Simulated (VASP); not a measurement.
LiH, 2 atoms in the cell. The structure is cubic, space group Fm-3m (No. 225). The conventional cell has a = 4.074 Å, b = 4.074 Å, c = 4.074 Å, α = 90.00°, β = 90.00°, γ = 90.00°. Li (site symmetry m-3m) has 6 H at 2.04 Å as nearest neighbours. H (site symmetry m-3m) is surrounded by 6 Li at 2.04 Å. 

```yaml
Program: VASP 6.6.1
Task: band structure
Functional: BLYP
Potentials_or_basis: VASP PAW PBE potentials, release 64 (Li, H)
Cutoff: 500 eV
k_mesh: 11 × 11 × 11
Occupations: gaussian, width 0.01 eV
Spin: no spin polarisation
Further_INCAR_settings: ALGO = Normal; EDIFF = 1.00e-07; NBANDS = 8; ISYM = 0
```

Potentials or basis: VASP PAW PBE potentials, release 64 (Li, H).

Launch:

```bash
$ python run.py
```

Hardware: 1 thread of Intel(R) Xeon(R) Platinum 8488C (Sapphire Rapids), with other jobs on the host.

Estimate the wall time of this run.

It took 16 s on 1 thread of Intel(R) Xeon(R) Platinum 8488C (Sapphire Rapids) (shared host), peak memory 0.12 GiB. Counts: scf iterations 6, k points 60.
